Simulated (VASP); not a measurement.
# BN (R3m) in VASP: further runs

One crystal, BN, is run at these levels: PBE, BLYP+D3; tasks: single point, relaxation of cell and atoms.

Everything below comes from runs of VASP 6.6.1. Logs are shortened: lines on timing, memory, paths and dates and some standing lists are left out, and cuts for length are marked.

## Step 1: Starting point

Symmetry: R3m, No. 160, trigonal system. The conventional cell has a = 2.502 Å, b = 2.502 Å, c = 10.119 Å, α = 90.00°, β = 90.00°, γ = 120.00°. Around N (site symmetry 3m) lie 3 B at 1.44 Å. B (site symmetry 3m) has 3 N at 1.44 Å as nearest neighbours.

The cell is a database's computed one.

## Step 2: Single point, PBE

INCAR

```
  ALGO = Normal
  EDIFF = 1E-7
  ENCUT = 450
  GGA = PE
  ISIF = 2
  ISMEAR = 0
  LASPH = True
  LCHARG = False
  LREAL = False
  LWAVE = False
  NBANDS = 11
  NELM = 100
  PREC = Accurate
  SIGMA = 0.02
```

KPOINTS

```
k-points
0
Gamma
  6 6 6
```

POSCAR

```
BN
1.0
    1.2511217832      0.7223354983      3.3729344033
   -1.2511217832      0.7223354983      3.3729344033
    0.0000000000     -1.4446709966      3.3729344033
N B
1 1
Direct
    0.6672382000      0.6672382000      0.6672382000
    0.0003288000      0.0003288000      0.0003288000
```

Potentials or basis: VASP PAW PBE potentials, release 64 (N_GW, B_GW).

On the command line:

```bash
$ cat potpaw_PBE.64/N_GW/POTCAR potpaw_PBE.64/B_GW/POTCAR > POTCAR
$ mpirun -np 1 vasp_std > vasp.out
```

OUTCAR:

```text
EDIFF = 1E-7
   ENCUT = 450
   GGA = PE
   ISIF = 2
   ISMEAR = 0
   LASPH = True
   LREAL = False
   NELM = 100
   PREC = Accurate

 ion  position               nearest neighbor table
   1  0.667  0.667  0.667-   2 1.44   2 1.44   2 1.44
   2  0.000  0.000  0.000-   1 1.44   1 1.44   1 1.44

  LATTYP: Found a trigonal (rhomboedric) cell.
 ALAT       =     3.6692997666
 COS(alpha) =     0.7674786797

  Lattice vectors:

 A1 = (   1.2511217832,   0.7223354983,   3.3729344033)
 A2 = (  -1.2511217832,   0.7223354983,   3.3729344033)
 A3 = (   0.0000000000,  -1.4446709966,   3.3729344033)

Analysis of symmetry for initial positions (statically):
=====================================================================
 Subroutine PRICEL returns:
 Original cell was already a primitive cell.

 Routine SETGRP: Setting up the symmetry group for a
 trigonal (rhombohedral) supercell.

 Subroutine GETGRP returns: Found  6 space group operations
 (whereof  6 operations were pure point group operations)
 out of a pool of 12 trial point group operations.

The static configuration has the point symmetry C_3v.

Analysis of symmetry for dynamics (positions and initial velocities):
=====================================================================
 Subroutine PRICEL returns:
 Original cell was already a primitive cell.

 Routine SETGRP: Setting up the symmetry group for a
 trigonal (rhombohedral) supercell.

 Subroutine GETGRP returns: Found  6 space group operations
 (whereof  6 operations were pure point group operations)
 out of a pool of 12 trial point group operations.

The dynamic configuration has the point symmetry C_3v.

 Subroutine INISYM returns: Found  6 space group operations
 (whereof  6 operations are pure point group operations),
 and found     1 'primitive' translations

----------------------------------------------------------------------------------------

                                     Primitive cell

  volume of cell :      18.2893

  direct lattice vectors                    reciprocal lattice vectors
     1.251121783  0.722335498  3.372934403     0.399641351  0.230733042  0.098825916
    -1.251121783  0.722335498  3.372934403    -0.399641351  0.230733042  0.098825916
     0.000000000 -1.444670997  3.372934403     0.000000000 -0.461466083  0.098825916

  length of vectors
     3.669299767  3.669299767  3.669299767     0.471929558  0.471929558  0.471929558

  position of ions in fractional coordinates (direct lattice)
     0.667238200  0.667238200  0.667238200
     0.000328800  0.000328800  0.000328800

  ion indices of the primitive-cell ions
   primitive index   ion index
                 1           1
                 2           2

----------------------------------------------------------------------------------------

 KPOINTS: k-points

Automatic generation of k-mesh.
 Grid dimensions read from file:
 generate k-points for:    6    6    6

 Generating k-lattice:

  Cartesian coordinates                     Fractional coordinates (reciprocal lattice)
     0.066606892  0.038455507  0.016470986     0.166666667  0.000000000  0.000000000
    -0.066606892  0.038455507  0.016470986     0.000000000  0.166666667  0.000000000
     0.000000000 -0.076911014  0.016470986     0.000000000  0.000000000  0.166666667

  Length of vectors
     0.078654926  0.078654926  0.078654926

  Shift w.r.t. Gamma in fractional coordinates (k-lattice)
     0.000000000  0.000000000  0.000000000

 Subroutine IBZKPT returns following result:
 ===========================================

 Found     32 irreducible k-points:

 Following reciprocal coordinates:
            Coordinates               Weight
  0.000000  0.000000  0.000000      1.000000
  0.166667 -0.000000  0.000000      6.000000
  0.333333 -0.000000  0.000000      6.000000
  0.500000 -0.000000 -0.000000      3.000000
  0.166667  0.166667  0.000000      6.000000
  0.333333  0.166667  0.000000     12.000000
[... 16 lines left out ...]
  0.500000  0.500000  0.166667      6.000000
 -0.333333  0.500000  0.166667     12.000000
 [... further k-points ...]
   k-points           NKPTS =     32   k-points in BZ     NKDIM =     32   number of bands    NBANDS=     11
   number of dos      NEDOS =    301   number of ions     NIONS =      2
   total plane-waves  NPLWV =  21952
   dimension x,y,z NGX =    28 NGY =   28 NGZ =   28
   dimension x,y,z NGXF=    56 NGYF=   56 NGZF=   56
   ions per type =               1   1
   NGX,Y,Z   is equivalent  to a cutoff of  12.69, 12.69, 12.69 a.u.
   NGXF,Y,Z  is equivalent  to a cutoff of  25.37, 25.37, 25.37 a.u.
 SYSTEM =  unknown system
   PREC   = accura    normal or accurate (medium, high low for compatibility)
   ISTART =      0    job   : 0-new  1-cont  2-samecut
   ICHARG =      2    charge: 1-file 2-atom 10-const
   ISPIN  =      1    spin polarized calculation?
   LNONCOLLINEAR =      F non collinear calculations
   LSORBIT =      F    spin-orbit coupling
   LASPH  =      T    aspherical Exc in radial PAW
   ENCUT  =  450.0 eV  33.07 Ry    5.75 a.u.   6.35  6.35  6.35*2*pi/ulx,y,z
   NELM   =    100;   NELMIN=  2; NELMDL= -5     # of ELM steps
   EDIFF  = 0.1E-06   stopping-criterion for ELM
   LREAL  =      F    real-space projection
   EDIFFG = 0.1E-05   stopping-criterion for IOM
   NSW    =      0    number of steps for IOM
   IBRION =     -1    ionic relax: 0-MD 1-quasi-New 2-CG
   NFREE  =      0    steps in history (QN), initial steepest desc. (CG)
   ISIF   =      2    stress and relaxation
   ISYM   =      2    0-nonsym 1-usesym 2-fastsym
   POTIM  = 0.5000    time-step for ionic-motion
   TEBEG  =    0.0;   TEEND  =   0.0 temperature during run
   PSTRESS=    0.0 pullay stress
   NELECT =       8.0000    total number of electrons
   NUPDOWN=      -1.0000    fix difference up-down
   EMIN   =  10.00;   EMAX   =-10.00  energy-range for DOS
   EFERMI =   0.00;   METHOD = LEGACY
   ISMEAR =     0;   SIGMA  =   0.02  broadening in eV -4-tet -1-fermi 0-gaus
   EFERMI_NEDOS =   21; number of points for ismear=-14 and -15
   IALGO  =     38    algorithm
   IMIX   =      4    mixing-type and parameters
     AMIX     =   0.40;   BMIX     =  1.00
     AMIX_MAG =   1.60;   BMIX_MAG =  1.00
  volume/ion in A,a.u.               =       9.14        61.71
  Fermi-wavevector in a.u.,A,eV,Ry     =   1.242717  2.348395 21.012099  1.544346
  Thomas-Fermi vector in A             =   2.377059
   LORBIT       =      0    0 simple, 1 ext, 2 COOP (PROOUT), +10 PAW based schemes
   GGA     = PE    functional components
   LHFCALC =     F    Hartree Fock is set to
   AEXX    =    0.0000 exact exchange contribution
   IVDW    =     0    specifies the selected vdW correction
   LEPSILON=     F    determine dielectric tensor
   LRPA    =     F    only Hartree local field effects (RPA)
 non-spin polarized calculation
 Gauss-broadening in eV      SIGMA  =   0.02
  energy-cutoff  :      450.00
  volume of cell :       18.29
 maximum number of plane-waves:       417
 NGX is ok and might be reduce to    28
   NGX = 13   NGY = 13   NGZ = 13

 number of electron       7.9999999 magnetization

 Free energy of the ion-electron system (eV)
  ---------------------------------------------------
  ext. energy  EPLUGINS =         0.00000000
  ---------------------------------------------------
  free energy    TOTEN  =       -17.58415003 eV

  energy without entropy =      -17.58415003  energy(sigma->0) =      -17.58415003

 E-fermi :   2.2682     XC(G=0):  -9.9229

 val. band max:        2.1731534385   @ k =  -0.3333   0.3333   0.0000
 cond. band min:       6.4620237225   @ k =   0.5000   0.5000  -0.0000
 fundamental gap:      4.2888702840
 Fermi energy:         2.2682002026

 k-point     1 :       0.0000    0.0000    0.0000
  band No.  band energies     occupation
      1     -15.6103      2.00000
      2      -2.0052      2.00000
      3       0.8838      2.00000
      4       0.8838      2.00000
      5       7.3433      0.00000
      6      13.8621      0.00000
      7      13.8621      0.00000
      8      15.3299      0.00000
      9      16.9124      0.00000
     10      28.0965      0.00000
     11      30.1245      0.00000

 k-point     2 :       0.1667   -0.0000    0.0000
  band No.  band energies     occupation
      1     -15.0668      2.00000
      2      -1.4247      2.00000
      3      -1.0973      2.00000
      4       0.0003      2.00000
      5       8.3682      0.00000
      6      13.5347      0.00000
      7      13.7154      0.00000
      8      16.0694      0.00000
      9      18.3932      0.00000
     10      25.4048      0.00000
     11      27.6771      0.00000

 k-point     3 :       0.3333   -0.0000    0.0000
  band No.  band energies     occupation
      1     -13.6056      2.00000
      2      -4.7094      2.00000
      3      -1.3496      2.00000
      4       0.2103      2.00000
      5       9.5156      0.00000
      6      11.1309      0.00000
      7      13.6989      0.00000
      8      19.5691      0.00000
      9      20.9203      0.00000
     10      22.3606      0.00000
     11      24.9017      0.00000
[... 267 lines left out ...]
 k-point    23 :       0.5000    0.5000    0.1667
  band No.  band energies     occupation
      1     -13.4620      2.00000
      2      -4.6435      2.00000
      3      -1.3975      2.00000
      4      -0.9777      2.00000
      5       9.0715      0.00000
      6      12.4278      0.00000
      7      16.0103      0.00000
      8      19.6893      0.00000
      9      20.8057      0.00000
     10      22.5025      0.00000
     11      27.6892      0.00000

 k-point    24 :      -0.3333    0.5000    0.1667
  band No.  band energies     occupation
      1     -12.4248      2.00000
      2      -5.8396      2.00000
      3      -3.1384      2.00000
      4       0.6316      2.00000
      5       7.5668      0.00000
      6      14.2244      0.00000
      7      16.0898      0.00000
      8      18.3934      0.00000
      9      21.6362      0.00000
     10      23.1295      0.00000
     11      24.9634      0.00000

 [... further k-points ...]

------------------------ aborting loop because EDIFF is reached ----------------------------------------

  FORCE on cell =-STRESS in cart. coord.  units (eV):
  Direction    XX          YY          ZZ          XY          YZ          ZX
  --------------------------------------------------------------------------------------
  -------------------------------------------------------------------------------------
  Total        0.1327260      0.1327260     -0.0217830      0.0000000      0.0000000      0.0000000
  in kB       11.6270312     11.6270312     -1.9082251      0.0000000      0.0000000      0.0000000
  external PRESSURE =       7.1152791 kB  Pullay stress =       0.0000000 kB

 VOLUME and BASIS-vectors are now :
 -----------------------------------------------------------------------------
  energy-cutoff  :      450.00
  volume of cell :       18.29
      direct lattice vectors                 reciprocal lattice vectors
     1.251121783  0.722335498  3.372934403     0.399641351  0.230733042  0.098825916
    -1.251121783  0.722335498  3.372934403    -0.399641351  0.230733042  0.098825916
     0.000000000 -1.444670997  3.372934403     0.000000000 -0.461466083  0.098825916

 POSITION                                       TOTAL-FORCE (eV/Angst)
 -----------------------------------------------------------------------------------
      0.00000      0.00000      6.75165         0.000000      0.000000     -0.002946
      0.00000      0.00000      0.00333         0.000000     -0.000000      0.002946
 -----------------------------------------------------------------------------------
    total drift:                               -0.000000     -0.000000      0.000437

  FREE ENERGIE OF THE ION-ELECTRON SYSTEM (eV)
  ---------------------------------------------------
  free  energy   TOTEN  =       -17.5841500303 eV

  energy  without entropy=      -17.5841500303  energy(sigma->0) =      -17.58415003
```

Run time: 5.5 s. Hardware: 1 thread of Intel Xeon 6975P-C (Granite Rapids), shared host; peak memory 0.14 GiB.

What came out:

```
Free energy            : -17.5842 eV
Band gap on the k mesh : 4.29 eV, indirect (least direct gap 4.71 eV)
```

Forces on the atoms (eV/Å):
```
N    0.000  0.000 -0.003
B    0.000  0.000  0.003
```

Caveat: the k mesh is coarse (spacing up to 0.49 Å⁻¹), so the values aren't converged; the cutoff is under 1.25 times the usual one of these potentials, so pressure, stress and relaxed cells hold a basis-set (Pulay) error. A k mesh can miss the band edges.

## Step 3: Single point, PBE

INCAR

```
SYSTEM = BN
PREC     = Accurate       ! precision mode
ENCUT    = 520            ! plane-wave cutoff, eV
EDIFF    = 1E-6           ! SCF threshold, eV
ISMEAR   = 0              ! smearing method
SIGMA    = 0.028000000000000004 ! smearing width, eV
LREAL    = .False.        ! projectors in reciprocal space
LASPH    = .True.         ! aspherical terms in the spheres
NELM     = 60             ! most SCF steps
ALGO     = Normal         ! electronic algorithm
ISIF     = 2              ! what is computed and relaxed
LWAVE    = .False.        ! write WAVECAR
LCHARG   = .False.        ! write CHGCAR
GGA      = PE             ! functional
NBANDS   = 11             ! bands
```

KPOINTS

```
regular mesh
0
Gamma
  12 12 12
  0 0 0
```

POSCAR is that of step 2.

Potentials or basis: VASP PAW PBE potentials, release 64 (N, B).

On the command line:

```bash
$ cat potpaw_PBE.64/N/POTCAR potpaw_PBE.64/B/POTCAR > POTCAR
$ mpirun -np 1 vasp_std > vasp.out
```

Run time: 27 s. Hardware: 1 thread of AMD EPYC 9R45 (Zen 5), shared host; peak memory 0.14 GiB.

Results (log left out):

* Free energy: -17.5810 eV
* Pressure: 3.6 GPa
* Band gap on the k mesh: 4.28 eV, indirect (least direct gap 4.70 eV)

Forces on the atoms (eV/Å):
```
N    0.000  0.000 -0.003
B    0.000  0.000  0.003
```

Stress tensor (GPa, compression positive):
```
4.33 0.00 0.00
0.00 4.33 0.00
0.00 0.00 2.23
```

Levels at points of the mesh, in eV from the valence-band top:
| k point | band 1 | band 2 | band 3 | band 4 | band 5 | band 6 | band 7 | band 8 | band 9 |
| --- | --- | --- | --- | --- | --- | --- | --- | --- | --- |
| (0.00, 0.00, 0.00) | -17.78 | -4.18 | -1.29 | -1.29 | 5.17 | 11.68 | 11.68 | 13.14 | 14.74 |
| (0.50, 0.00, 0.00) | -14.59 | -8.93 | -4.07 | -0.60 | 5.29 | 9.92 | 13.09 | 15.02 | 19.96 |
| (0.50, 0.50, 0.00) | -14.52 | -8.80 | -4.13 | -1.17 | 4.28 | 9.91 | 14.26 | 17.56 | 20.29 |
| (0.50, 0.50, 0.50) | -17.52 | -6.13 | -1.30 | -1.30 | 10.11 | 11.61 | 11.61 | 12.24 | 16.33 |

(Continued in part 2 of 2.)
